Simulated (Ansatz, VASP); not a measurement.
**Sn: VASP beside Ansatz**

The input INCAR:

```
ALGO = Normal ; EDIFF = 1E-7
ENCUT = 520 ; GGA = PS
ISIF = 2 ; ISMEAR = -1
LASPH = True ; LCHARG = False
LREAL = False ; LWAVE = False
NBANDS = 21 ; NELM = 60
PREC = Accurate ; SIGMA = 0.05
```

The input KPOINTS:

```
k-points
0
Gamma
  7 7 7
```

File POSCAR:

```
Sn
1.0
    0.0000000000      3.1896436215      3.1896436215
    3.1896436215      0.0000000000      3.1896436215
    3.1896436215      3.1896436215      0.0000000000
Sn
2
Direct
    0.7500000000      0.7500000000      0.7500000000
    0.5000000000      0.5000000000      0.5000000000
```

input.yaml

```yaml
crystal:
  lattice:
    - [0.0, 3.1896436215, 3.1896436215]
    - [3.1896436215, 0.0, 3.1896436215]
    - [3.1896436215, 3.1896436215, 0.0]
  atoms:
    - { symbol: Sn, position: [0.75, 0.75, 0.75] }
    - { symbol: Sn, position: [0.5, 0.5, 0.5] }
hamiltonian:
  xc: pbesol
  pseudopotentials: { kind: paw }
kpoints:
  mp_grid: { grid: [7, 7, 7] }
scf:
  occupations: { method: fermi_dirac, width: 0.05 }
output:
  forces: true
  stress: true
  eigenvalues: true
  write_density: true
  write_potential: true
  elf: true
  volumetric_format: npy
```

Change from the starting cell: volume scaled by 0.96.

Alike in both runs: task single point; functional PBEsol; k mesh 7 × 7 × 7; occupations fermi-dirac, width 0.05 eV; no spin polarisation.

|  | VASP | Ansatz |
| --- | --- | --- |
| version | VASP 6.6.1 | Ansatz 0.2.0 |
| potentials or method | VASP PAW PBE potentials, release 64 (Sn_d) | Ansatz PAW |
| plane-wave cutoff (eV) | 520 | 420 |
| valence electrons in the cell | 28 | 28 |

```tsv
	VASP	Ansatz	Ansatz less VASP
gap on the k mesh at the Fermi level (eV)	none	none	-
pressure (GPa)	3.7	3.8	+0.07
```

A gap of «none» marks a metal or a gap that the smearing closes. With one functional, cell and mesh, what is left measures potentials, basis and numerics.

Caveats: the PAW data sets were made with another functional, which shifts forces and pressure a little (VASP); the PAW data sets come from PBE, with cores solved anew for the run's functional, which leaves a small shift of forces and pressure (Ansatz).
